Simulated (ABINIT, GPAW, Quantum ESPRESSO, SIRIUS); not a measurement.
HgTe: equilibrium volume by level of theory

**What was measured.** The equilibrium volume of HgTe (Coloradoite) (F-43m) is reported as 33.73 Å³/atom at 300 K (a printed reference work). The runs below try to reproduce it.

It takes space group F-43m (No. 216, cubic). The conventional cell has a = 6.429 Å, b = 6.429 Å, c = 6.429 Å, α = 90.00°, β = 90.00°, γ = 90.00°. Hg (site symmetry -43m) is surrounded by 4 Te at 2.78 Å. Te (site symmetry -43m) is surrounded by 4 Hg at 2.78 Å.

```tsv
rung	level	program and potentials	cutoff (eV)	k mesh	smearing	task	core time	chip	equilibrium volume (Å³/atom)	miss	notes
LDA	LDA	GPAW, PAW data sets generated for this functional	600	6 × 6 × 6	fermi-dirac 0.05	equation of state	38 s	AMD EPYC 9R45 Zen 5	33.29	-1.3 %	-
GGA	PBEsol	GPAW, PAW data sets generated for this functional	600	7 × 7 × 7	fermi-dirac 0.05	equation of state	1.9 min	Arm Neoverse V2	34.50	+2.3 %	-
LDA	LDA	ABINIT, PseudoDojo NC SR LDA v0.4.1 standard	1088	5 × 5 × 5	fermi-dirac 0.05	relaxation of cell and atoms	2.9 min	Intel Xeon 6975P-C Granite Rapids	33.46	-0.8 %	18 valence electrons an atom on average
GGA + dispersion	PBEsol+D3(zero damping)	Quantum ESPRESSO, GBRV 1.5 PBEsol	612	7 × 7 × 7	fermi-dirac 0.05	relaxation of cell and atoms	3.2 min	Arm Neoverse V2	33.84	+0.3 %	9 valence electrons an atom on average
GGA	PBEsol	SIRIUS, all-electron FP-LAPW, apw+lo standard	-	7 × 7 × 7	fermi-dirac 0.05	equation of state	9.9 min	Intel Xeon Platinum 8488C Sapphire Rapids	34.47	+2.2 %	-
GGA	AM05	SIRIUS, all-electron FP-LAPW, apw+lo standard	-	7 × 7 × 7	fermi-dirac 0.05	equation of state	10 min	Arm Neoverse V2	34.90	+3.5 %	-
```

Times are single runs on shared hosts and different chips, so they are rough; meshes, cutoffs and the tasks' sizes weigh on the time. All rows: no spin polarisation. Smearing widths are in eV. For a metal such meshes aren't converged. Meshes differ between rows, which moves values too. Meshes are those of the run's cell of 2 atoms unless a note names another. Relaxations start from the cell shown or near it and stop with a little pressure left. The cell shown, of 33.22 Å³ an atom, is the runs' start and not the measured value. Misses use the values as printed. Runs on faulty files, with rough fits or with known faults for this quantity aren't shown. No row holds spin-orbit coupling.

By rung: LDA 33.29 to 33.46; GGA 34.47 to 34.90; GGA + dispersion 33.84 (Å³/atom). Measured: 33.73 Å³/atom at 300 K (a printed reference work). Closest is PBEsol+D3(zero damping) (+0.3 %). The runs are for a static lattice, while measurements hold temperature and zero-point motion.
